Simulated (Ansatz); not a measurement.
# LiCl: band gap under strain

How does strain move the band edges of LiCl (rocksalt), and do the functionals agree on it? States: -1.6 % biaxial strain in the (111) plane, free along [111]; +2.3 % shear in the xy plane; -0.7 % strain along z alone.

The runs shown are made with Ansatz 0.2.0. PAW datasets, plane waves. No spin polarisation and no zero-point or thermal motion.

## (1) Starting point

The unstrained cell was relaxed with r2SCAN; in each strained cell the atoms were relaxed again with r2SCAN. Names of k-points are those of the unstrained zone, where strain can split equivalent points. First state: -1.6 % biaxial strain in the (111) plane, free along [111].

Space group R-3m (No. 166), trigonal; conventional cell a = 3.558 Å, c = 8.923 Å, 16.31 Å³ an atom. Around Li lie 6 Cl at 2.54 Å; around Cl lie 6 Li at 2.54 Å.

Structure file:

Space group R-3m:H (No. 166). a = 3.558 Å, b = 3.558 Å, c = 8.923 Å, α = 90.00°, β = 90.00°, γ = 120.00°
```
atom  site  symmetry       x       y       z
  Li    3a       -3m  0.0000  0.0000  0.0000
  Cl    3b       -3m  0.6667  0.3333  0.8333
```

## (2) -1.6 % biaxial strain in the (111) plane, free along [111]: PBE

Contents of input.yaml:

```yaml
crystal:
  lattice:
    - [0.0398741771, 2.5560369926, 2.5560369926]
    - [2.5560369926, 0.0398741771, 2.5560369926]
    - [2.5560369926, 2.5560369926, 0.0398741771]
  atoms:
    - { symbol: Li, position: [0.0, 0.0, 0.0] }
    - { symbol: Cl, position: [0.5, 0.5, 0.5] }
kpoints:
  mp_grid: { grid: [8, 8, 8] }
  band_path:
    path:
      - [0.0, 0.0, 0.0]
      - [0.5, 0.0, 0.5]
      - [0.625, 0.25, 0.625]
      - [0.375, 0.375, 0.75]
      - [0.5, 0.5, 0.5]
      - [0.5, 0.25, 0.75]
      - [0.0625, 0.0625, 0.119792]
    npoints: 1
hamiltonian:
  xc: pbe
scf:
  occupations: { method: fermi_dirac, width: 0.02 }
  n_extra_bands: 4
output:
  forces: true
  stress: true
  eigenvalues: true
```

The run is started by

```console
> ansatz run input.yaml --threads 4 --pin off --max-ram 3686MiB --backend cpu --events-out ev --progress --plain --runs-dir out
```

The runs that follow: -1.6 % biaxial strain in the (111) plane, free along [111]: r2SCAN; -1.6 % biaxial strain in the (111) plane, free along [111]: HSE06; +2.3 % shear in the xy plane: PBE; +2.3 % shear in the xy plane: r2SCAN; +2.3 % shear in the xy plane: HSE06; -0.7 % strain along z alone: PBE; -0.7 % strain along z alone: r2SCAN; -0.7 % strain along z alone: HSE06.

Q: Predict the outcome of this session.

As calculated:

Least gap in eV (negative: overlap):

| state | PBE | r2SCAN | HSE06 |
| --- | --- | --- | --- |
| -1.6 % biaxial strain in the (111) plane, free along [111] | 6.47 | 7.38 | 7.88 |
| +2.3 % shear in the xy plane | 6.31 | 7.22 | 7.71 |
| -0.7 % strain along z alone | 6.42 | 7.33 | 7.82 |

What this shows: Where both were run, the HSE06 gap lies +1.40 to +1.41 eV from PBE's, each on its own k points. In PBE the gap is least under +2.3 % shear in the xy plane (6.31 eV) and largest under -1.6 % biaxial strain in the (111) plane, free along [111] (6.47 eV).
